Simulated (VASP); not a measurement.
# InP (F-43m) under biaxial strain in the (001) plane

How do the elastic response and the band edges of InP follow biaxial strain in the (001) plane?

Program: VASP 6.6.1. Level of theory: LDA; plane waves and PAW (In_d, P), in the first sound run; inputs show where later runs differ. Results are calculated unless marked as measured.

### 1. The starting structure

The structure is cubic, space group F-43m (No. 216). The conventional cell has a = 5.869 Å, b = 5.869 Å, c = 5.869 Å, α = 90.00°, β = 90.00°, γ = 90.00°. Nearest to In lie 4 P at 2.54 Å. P has 4 In at 2.54 Å nearest. Farther neighbours are not listed.

As a file:

```cif
data_structure
_symmetry_space_group_name_H-M 'P 1'
_symmetry_Int_Tables_number 1
_cell_length_a 4.1500
_cell_length_b 4.1500
_cell_length_c 4.1500
_cell_angle_alpha 60.000
_cell_angle_beta 60.000
_cell_angle_gamma 60.000
_cell_volume 50.54
loop_
_atom_site_label
_atom_site_type_symbol
_atom_site_fract_x
_atom_site_fract_y
_atom_site_fract_z
_atom_site_occupancy
In1 In 0.00000 0.00000 0.00000 1
P2 P 0.25000 0.25000 0.25000 1
```

### 2. Relax the crystal, LDA

The series starts from the cell that this level prefers, so that zero strain is near zero stress.

This step took 2 runs in a row; the last is shown.

Level: LDA; plane waves and PAW (In_d, P).

File INCAR:

```
SYSTEM = InP
PREC = Accurate
ENCUT = 450
EDIFF = 1E-07
NELM = 120
ISMEAR = 0
SIGMA = 0.02
LREAL = .FALSE.
ALGO = Normal
GGA = CA
NBANDS = 15
LORBIT = 11
LWAVE = .FALSE.
LCHARG = .FALSE.
KPAR = 8
IBRION = 2
NSW = 40
ISIF = 3
EDIFFG = -0.005
POTIM = 0.4
```

File POSCAR:

```
InP
1.0
    0.0000000000      2.9143010113      2.9143010113
    2.9143010113      0.0000000000      2.9143010113
    2.9143010113      2.9143010113      0.0000000000
In P
1 1
Direct
    0.0000000000      0.0000000000      0.0000000000
    0.2500000000      0.2500000000      0.2500000000
```

File KPOINTS:

```
Automatic mesh
0
Gamma
9 9 9
0 0 0
```

The projector-augmented-wave data sets are In_d and P (LDA family, release 64).

On the command line:

```
mpirun -np 8 vasp_std
```

The program printed:

```text
[banner, memory and clock lines left out]
running    8 mpi-ranks, on    1 nodes
[...]
|                                                                             |
|           W    W    AA    RRRRR   N    N  II  N    N   GGGG   !!!           |
|           W    W   A  A   R    R  NN   N  II  NN   N  G    G  !!!           |
|           W    W  A    A  R    R  N N  N  II  N N  N  G       !!!           |
|           W WW W  AAAAAA  RRRRR   N  N N  II  N  N N  G  GGG   !            |
|           WW  WW  A    A  R   R   N   NN  II  N   NN  G    G                |
|           W    W  A    A  R    R  N    N  II  N    N   GGGG   !!!           |
|                                                                             |
|     For optimal performance we recommend to set                             |
|       NCORE = 2 up to number-of-cores-per-socket                            |
|     NCORE specifies how many cores store one orbital (NPAR=cpu/NCORE).      |
|     This setting can greatly improve the performance of VASP for DFT.       |
[...]
|     Unfortunately you need to use the default for GW and RPA                |
|     calculations (for HF NCORE is supported but not extensively tested      |
|     yet).                                                                   |
|                                                                             |

 LDA part: xc-table for (Slater(with rela. corr.)+CA(PZ))
 , standard interpolation
 POSCAR, INCAR and KPOINTS ok, starting setup
[...]
entering main loop
       N       E                     dE             d eps       ncg     rms          rms(c)
DAV:   1     0.105700725754E+03    0.10570E+03   -0.77610E+03  1050   0.123E+03
DAV:   2    -0.282393448547E+01   -0.10852E+03   -0.10462E+03  1134   0.290E+02
DAV:   3    -0.992338051440E+01   -0.70994E+01   -0.70669E+01  1421   0.768E+01
DAV:   4    -0.101084349037E+02   -0.18505E+00   -0.18500E+00  1282   0.134E+01
[...]
DAV:  11    -0.967374161033E+01   -0.35847E-05   -0.30430E-05  1617   0.873E-02    0.675E-02
DAV:  12    -0.967373927749E+01    0.23328E-05   -0.51617E-06  1337   0.205E-02    0.122E-02
DAV:  13    -0.967373925529E+01    0.22206E-07   -0.42624E-07  1302   0.357E-03
   1 F= -.96737393E+01 E0= -.96737393E+01  d E =-.967374E+01
[...]
reached required accuracy - stopping structural energy minimisation
```

The job ended after 2.6 s (8 MPI ranks of Intel Xeon 6975P-C (Granite Rapids), shared host; peak memory 1.2 GiB; 16 s of CPU time).

The logs omit lines about the potential files and the build; timing stands in the text.

From OUTCAR (step 2):

```text
  Total       -0.0042518     -0.0042518     -0.0042518      0.0000000     -0.0000000      0.0000000
  in kB       -0.1376116     -0.1376116     -0.1376116      0.0000000     -0.0000000      0.0000000
  external PRESSURE =      -0.1376116 kB  Pullay stress =       0.0000000 kB

 POSITION                                       TOTAL-FORCE (eV/Angst)
 -----------------------------------------------------------------------------------
      0.00000      0.00000      0.00000         0.000000      0.000000      0.000000
      1.45715      1.45715      1.45715        -0.000000     -0.000000     -0.000000
 -----------------------------------------------------------------------------------
    total drift:                               -0.000000     -0.000000     -0.000000

  FREE ENERGIE OF THE ION-ELECTRON SYSTEM (eV)
  ---------------------------------------------------
  free  energy   TOTEN  =        -9.6737392553 eV

  energy  without entropy=       -9.6737392553  energy(sigma->0) =       -9.67373926

 reached required accuracy - stopping structural energy minimisation

[... 3 further parts left out ...]
[key lines of the parts left out:]
E-fermi :   5.2894
```

This run gave:

```
energy(sigma→0) of the program : -9.6737 eV
stress, compression positive   : xx, yy, zz -0.01, -0.01, -0.01 GPa
volume                         : 49.503 Å³
ionic steps                    : 1
```

### 3. Strain along the normal, LDA

One member in full: the plane is strained by -0.5 %, and the strain along the normal is moved by secant steps until the normal stress is under 0.012 GPa or five steps are spent; the atoms relax at each step.

This step took 2 runs, each at a new trial strain with the atoms of the one before; the last is shown.

Level: LDA; plane waves and PAW (In_d, P); cell typed or built by script.

INCAR, as its differences from that of step 2:

```diff
@@ -14,7 +14,7 @@
 LCHARG = .FALSE.
-KPAR = 8
-IBRION = 2
-NSW = 40
-ISIF = 3
-EDIFFG = -0.005
-POTIM = 0.4
+KPAR = 2
+IBRION = 1
+NSW = 25
+ISIF = 2
+EDIFFG = -0.004
+POTIM = 0.3
```

File POSCAR:

```
InP
1.0
    0.0000000000      2.8997295060      2.9303914240
    2.8997295060      0.0000000000      2.9303914240
    2.8997295060      2.8997295060      0.0000000000
In P
1 1
Direct
    0.0000000000      0.0000000000      0.0000000000
    0.2500000000      0.2500000000      0.2500000000
```

KPOINTS is that of step 2.

On the command line:

```
mpirun -np 2 vasp_std
```

The program printed:

```text
[banner, memory and clock lines left out]
running    2 mpi-ranks, on    1 nodes
[...]
LDA part: xc-table for (Slater(with rela. corr.)+CA(PZ))
 , standard interpolation
 POSCAR, INCAR and KPOINTS ok, starting setup
[...]
entering main loop
       N       E                     dE             d eps       ncg     rms          rms(c)
DAV:   1     0.106727941901E+03    0.10673E+03   -0.78686E+03  2272   0.122E+03
DAV:   2    -0.289278443428E+01   -0.10962E+03   -0.10556E+03  2439   0.293E+02
DAV:   3    -0.991987369438E+01   -0.70271E+01   -0.69930E+01  2908   0.769E+01
DAV:   4    -0.101100938491E+02   -0.19022E+00   -0.19015E+00  2847   0.138E+01
[...]
DAV:  11    -0.967297358453E+01   -0.35079E-05   -0.30832E-05  3550   0.882E-02    0.671E-02
DAV:  12    -0.967297118747E+01    0.23971E-05   -0.52661E-06  2908   0.206E-02    0.121E-02
DAV:  13    -0.967297116576E+01    0.21711E-07   -0.43272E-07  2859   0.360E-03
   1 F= -.96729712E+01 E0= -.96729712E+01  d E =-.967297E+01
 BRION: g(F)=  0.146E-44 g(S)=  0.000E+00
 reached required accuracy - stopping structural energy minimisation
```

Elapsed: 11 s, on 2 MPI ranks; peak memory 0.32 GiB.

OUTCAR, selected parts (step 3):

```text
  Total        0.1434365      0.1434365     -0.0018485      0.0000000      0.0000000      0.0000000
  in kB        4.6633665      4.6633665     -0.0600985      0.0000000      0.0000000      0.0000000
  external PRESSURE =       3.0888782 kB  Pullay stress =       0.0000000 kB

 POSITION                                       TOTAL-FORCE (eV/Angst)
 -----------------------------------------------------------------------------------
      0.00000      0.00000      0.00000         0.000000      0.000000      0.000000
      1.44986      1.44986      1.46520        -0.000000     -0.000000     -0.000000
 -----------------------------------------------------------------------------------
    total drift:                                0.000002      0.000002      0.000010

  FREE ENERGIE OF THE ION-ELECTRON SYSTEM (eV)
  ---------------------------------------------------
  free  energy   TOTEN  =        -9.6729711658 eV

  energy  without entropy=       -9.6729711658  energy(sigma->0) =       -9.67297117

[... 1 part as in an earlier step ...]

[... 3 further parts left out ...]
[key lines of the parts left out:]
E-fermi :   5.3436
```

Read from the output:

* energy(sigma→0) of the program: -9.6730 eV
* stress, compression positive: xx, yy, zz 0.47, 0.47, -0.01 GPa
* ionic steps: 1

### 4. Band edges, TB-mBJ with spin-orbit coupling

Short lines in KPOINTS_OPT sample the zone centre along and across the normal of the plane, for masses, and the other valleys.

Level: TB-mBJ, spin-orbit coupling; plane waves and PAW (In_d, P); cell typed or built by script.

TB-mBJ has no energy functional, so the total energy, stress and pressure in this output mean nothing.

File INCAR:

```
SYSTEM = InP
PREC = Accurate
ENCUT = 450
EDIFF = 1E-06
NELM = 150
ISMEAR = 0
SIGMA = 0.02
LREAL = .FALSE.
ALGO = Normal
METAGGA = MBJ
LASPH = .TRUE.
LNONCOLLINEAR = .TRUE.
MAGMOM = 0 0 0 0 0 0
NBANDS = 28
GGA_COMPAT = .FALSE.
LSORBIT = .TRUE.
LWAVE = .FALSE.
LCHARG = .FALSE.
KPAR = 2
```

POSCAR is that of step 3.

File KPOINTS:

```
Automatic mesh
0
Gamma
7 7 7
0 0 0
```

File KPOINTS_OPT:

```
Line mode
6
Line-mode
Reciprocal
  0.00000000   0.00000000   0.00000000
  0.02331931   0.02331931   0.00000000

  0.00000000   0.00000000   0.00000000
  0.00000000  -0.02307531  -0.02307531

  0.31000000   0.31000000   0.00000000
  0.50000000   0.50000000   0.00000000

  0.00000000   0.31000000   0.31000000
  0.00000000   0.50000000   0.50000000

  0.45000000   0.45000000   0.45000000
  0.50000000   0.50000000   0.50000000

  0.45000000   0.00000000   0.00000000
  0.50000000   0.00000000   0.00000000

  0.42500000   0.42500000   0.00000000
  0.42500000   0.44807531   0.02307531

  0.50000000   0.50000000   0.50000000
  0.48368329   0.51631671   0.50000000
```

On the command line:

```
mpirun -np 2 vasp_ncl
```

The program printed:

```text
[banner, memory and clock lines left out]
running    2 mpi-ranks, on    1 nodes
[...]
|                                                                             |
|               ----> ADVICE to this user running VASP <----                  |
|                                                                             |
|     You enforced a specific xc type in the INCAR file but a different       |
|     [... a line on the potential file left out ...]
|     I HOPE YOU KNOW WHAT YOU ARE DOING!                                     |
|                                                                             |

 LDA part: xc-table for (None), standard interpolation
 POSCAR, INCAR and KPOINTS ok, starting setup
[...]
entering main loop
       N       E                     dE             d eps       ncg     rms          rms(c)
DAV:   1     0.732593371565E+02    0.73259E+02   -0.73311E+03  3256   0.133E+03
DAV:   2    -0.676273984697E+02   -0.14089E+03   -0.13520E+03  3296   0.346E+02
DAV:   3    -0.821503940203E+02   -0.14523E+02   -0.14302E+02  4060   0.126E+02
DAV:   4    -0.827493833575E+02   -0.59899E+00   -0.59749E+00  4080   0.256E+01
[...]
DAV:  51    -0.809298945883E+02    0.60127E-05   -0.16628E-10  1720   0.137E-04    0.575E-05
DAV:  52    -0.809298961543E+02   -0.15660E-05   -0.12097E-10  1708   0.955E-05    0.570E-05
DAV:  53    -0.809298962064E+02   -0.52148E-07   -0.82934E-11  1708   0.807E-05
   1 F= -.80929896E+02 E0= -.80929896E+02  d E =-.212720E-20  mag=     0.0000    -0.0000    -0.0000
 Start KPOINTS_OPT (optional k-point list driver)
k-point batch [1-48\48]
       N       E                     dE             ncg
DAV:   1     0.375073552152E+04   -0.13210E+05     2696
DAV:   2    -0.298457231221E+04   -0.67353E+04     2724
DAV:   3    -0.378505696023E+04   -0.80048E+03     3288
DAV:   4    -0.381953728587E+04   -0.34480E+02     3288
[...]
DAV:   8    -0.382212598552E+04   -0.24386E-04     3816
DAV:   9    -0.382212598667E+04   -0.11527E-05     2416
DAV:  10    -0.382212598690E+04   -0.22615E-06     2200
```

Wall time 4.3 min (2 MPI ranks); peak memory 0.78 GiB.

OUTCAR, selected parts (step 4):

```text
  LATTYP: Found a body centered tetragonal cell.
 ALAT       =     4.1008367946
 C/A-ratio  =     1.4291675435

 Subroutine GETGRP returns: Found  8 space group operations
 (whereof  8 operations were pure point group operations)

The static configuration has the point symmetry D_2d.

 Found     58 irreducible k-points:

   k-points           NKPTS =     58   k-points in BZ     NKDIM =     58   number of bands    NBANDS=     28

   dimension x,y,z NGX =    30 NGY =   30 NGZ =   28
   dimension x,y,z NGXF=    60 NGYF=   60 NGZF=   56

   ENCUT  =  450.0 eV  33.07 Ry    5.75 a.u.   7.13  7.13  7.09*2*pi/ulx,y,z

   NELECT =      18.0000    total number of electrons

 E-fermi :   5.5450

 k-point     1 :       0.0000    0.0000    0.0000
  band No.  band energies     occupation
    ...
     14       5.3106      1.00000
     15       5.3971      1.00000
     16       5.3971      1.00000
     17       5.4229      1.00000
     18       5.4229      1.00000
     19       7.1562      0.00000
     20       7.1562      0.00000
     21       9.8213      0.00000
     22       9.8213      0.00000
     23      10.2548      0.00000
    ...

 k-point     2 :       0.1429    0.0000    0.0000
  band No.  band energies     occupation
    ...
     14       3.8229      1.00000
     15       5.1179      1.00000
     16       5.1194      1.00000
     17       5.1946      1.00000
     18       5.2060      1.00000
     19       7.9806      0.00000
     20       7.9808      0.00000
     21      10.1596      0.00000
     22      10.1986      0.00000
     23      10.4686      0.00000
    ...

  Total      -69.7228821    -69.7228821    -69.9506718      0.0000000      0.0000000      0.0000000
  in kB    -2266.8109790  -2266.8109790  -2274.2168144      0.0000000      0.0000000      0.0000000
  external PRESSURE =   -2269.2795908 kB  Pullay stress =       0.0000000 kB

 POSITION                                       TOTAL-FORCE (eV/Angst)
 -----------------------------------------------------------------------------------
      0.00000      0.00000      0.00000         0.000000      0.000000      0.000000
      1.44986      1.44986      1.46520        -0.000000     -0.000000     -0.000000
 -----------------------------------------------------------------------------------
    total drift:                                0.000325      0.000325      0.000177

  FREE ENERGIE OF THE ION-ELECTRON SYSTEM (eV)
  ---------------------------------------------------
  free  energy   TOTEN  =       -80.9298962064 eV

  energy  without entropy=      -80.9298962064  energy(sigma->0) =      -80.92989621

 Spin-Orbit-Coupling matrix elements
 Ion:    1  E_soc:     -0.0684185
 Ion:    2  E_soc:     -0.0011150

[... 1 part as in an earlier step ...]

[... 7 further parts left out ...]
```

### 5. Band edges, r2SCAN with spin-orbit coupling

Short lines in KPOINTS_OPT sample the zone centre along and across the normal of the plane, for masses, and the other valleys.

Level: r2SCAN, spin-orbit coupling; plane waves and PAW (In_d, P); cell typed or built by script.

INCAR, as its differences from that of step 4:

```diff
@@ -4,3 +4,3 @@
 EDIFF = 1E-06
-NELM = 150
+NELM = 100
 ISMEAR = 0
@@ -9,3 +9,3 @@
 ALGO = Normal
-METAGGA = MBJ
+METAGGA = R2SCAN
 LASPH = .TRUE.
```

POSCAR is that of step 4.

KPOINTS is that of step 4.

KPOINTS_OPT is that of step 4.

On the command line:

```
mpirun -np 2 vasp_ncl
```

The program printed:

```text
[banner, memory and clock lines left out]
running    2 mpi-ranks, on    1 nodes
[...]
[... a notice as in an earlier step ...]

 LDA part: xc-table for (None), standard interpolation
 POSCAR, INCAR and KPOINTS ok, starting setup
[...]
entering main loop
       N       E                     dE             d eps       ncg     rms          rms(c)
DAV:   1    -0.260391718153E+03   -0.26039E+03   -0.76217E+03  3260   0.138E+03
DAV:   2    -0.406308442111E+03   -0.14592E+03   -0.14016E+03  3284   0.363E+02
DAV:   3    -0.422050126744E+03   -0.15742E+02   -0.15504E+02  4036   0.133E+02
DAV:   4    -0.422717859305E+03   -0.66773E+00   -0.66595E+00  4048   0.277E+01
[...]
DAV:  11    -0.419200010598E+03   -0.61535E-05   -0.32234E-05  4792   0.560E-02    0.218E-01
DAV:  13    -0.419200015562E+03   -0.10342E-04   -0.10113E-04  4252   0.175E-01    0.166E-01
DAV:  14    -0.419200015873E+03   -0.31059E-06   -0.45686E-06  3744   0.200E-02
   1 F= -.41920002E+03 E0= -.41920002E+03  d E =-.336497E-24  mag=    -0.0000     0.0000    -0.0000
 Start KPOINTS_OPT (optional k-point list driver)
k-point batch [1-48\48]
       N       E                     dE             ncg
DAV:   1     0.369367391074E+04   -0.13267E+05     2692
DAV:   2    -0.325316970167E+04   -0.69468E+04     2712
DAV:   3    -0.406065632653E+04   -0.80749E+03     3240
DAV:   4    -0.409635477361E+04   -0.35698E+02     3284
DAV:   5    -0.409834926351E+04   -0.19945E+01     4524
DAV:   6    -0.409836990901E+04   -0.20645E-01     3512
DAV:   7    -0.409837122237E+04   -0.13134E-02     4464
DAV:   8    -0.409837124708E+04   -0.24714E-04     3508
DAV:   9    -0.409837124778E+04   -0.70403E-06     2300
```

It took 5 min on 2 MPI ranks; peak memory 0.74 GiB; 10 min of CPU time.

From OUTCAR (step 5):

```text
  Total        1.0063155      1.0063155      0.8606443      0.0000000      0.0000000      0.0000000
  in kB       32.7170489     32.7170489     27.9810279      0.0000000      0.0000000      0.0000000
  external PRESSURE =      31.1383752 kB  Pullay stress =       0.0000000 kB

 POSITION                                       TOTAL-FORCE (eV/Angst)
 -----------------------------------------------------------------------------------
      0.00000      0.00000      0.00000         0.000000      0.000000      0.000000
      1.44986      1.44986      1.46520        -0.000000     -0.000000     -0.000000
 -----------------------------------------------------------------------------------
    total drift:                                0.000010      0.000010      0.000075

  FREE ENERGIE OF THE ION-ELECTRON SYSTEM (eV)
  ---------------------------------------------------
  free  energy   TOTEN  =      -419.2000158728 eV

  energy  without entropy=     -419.2000158728  energy(sigma->0) =     -419.20001587

[... 2 parts as in an earlier step ...]

[... 1 further part left out ...]
[key lines of the parts left out:]
E-fermi :   5.4812
```

Numbers from this step:

- energy(sigma→0) of the program: -419.2000 eV
- stress, compression positive: xx, yy, zz 3.27, 3.27, 2.80 GPa

The run ends at a pressure of 3.11 GPa.

(Continued in part 2 of 2.)

[Lines on the potential files, build, host, timing and source positions are cut from VASP's logs without a mark.]

[Logs are printed without paths, hosts, clocks, repeated set-up lines and the standing remarks that a program may print on its own settings, such as how far it seeks lower states.]

[Hosts, paths, dates, database ids (printed as entryN), source tags and the programs' standing remarks are cut or masked in the printed files.]

[In band tables of VASP the shares of atoms and orbitals are scaled to a sum of 1 inside the atoms' spheres.]
